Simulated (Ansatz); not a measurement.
The system is Hf.

```
CELL_PARAMETERS angstrom
-1.80500 1.80500 1.80500
1.80500 -1.80500 1.80500
1.80500 1.80500 -1.80500
ATOMIC_POSITIONS crystal
Hf 0.00000 0.00000 0.00000
```

This isn't the form of Hf at room conditions, which is hcp.

| Quantity | Value |
| --- | --- |
| Program | Ansatz 0.2.0 |
| Task | relaxation of cell and atoms |
| Functional | revPBE |
| Dispersion | D3(BJ) |
| Potentials or basis | Ansatz PAW |
| Cutoff | 420 eV (not typed: the program's choice for these potentials) |
| k mesh | 10 × 10 × 10 |
| Occupations | fermi-dirac, width 0.05 eV |
| Spin | no spin polarisation |

At the start: volume 23.52 Å³/atom.

Q: How do energy, volume and symmetry change on relaxing?

A: It ends after 5 steps and the volume is 21.48 Å³/atom (-8.7 %); space group Im-3m (No. 229, to 0.05 Å).

The path:
```
step  energy change (eV)  largest force (eV/Å)  volume (Å³)
   1              0.0000                0.0000        23.52
   2             -0.0347                0.0000        20.30
   3             -0.0568                0.0000        21.59
   4             -0.0570                0.0000        21.48
   5             -0.0565                0.0000        21.48
```

Final structure:
```
Hf
1.0
    -1.75115    1.75115    1.75115
     1.75115   -1.75115    1.75115
     1.75115    1.75115   -1.75115
Hf
1
Direct
  0.00000 0.00000 0.00000
```

Caveat: the plane-wave basis is chosen anew once the cell has moved, so the energies of steps on either side of that aren't comparable; pairwise dispersion overbinds metals, which lowers pressure and volume; the PAW data sets come from PBE, with cores solved anew for the run's functional, which leaves a small shift of forces and pressure.
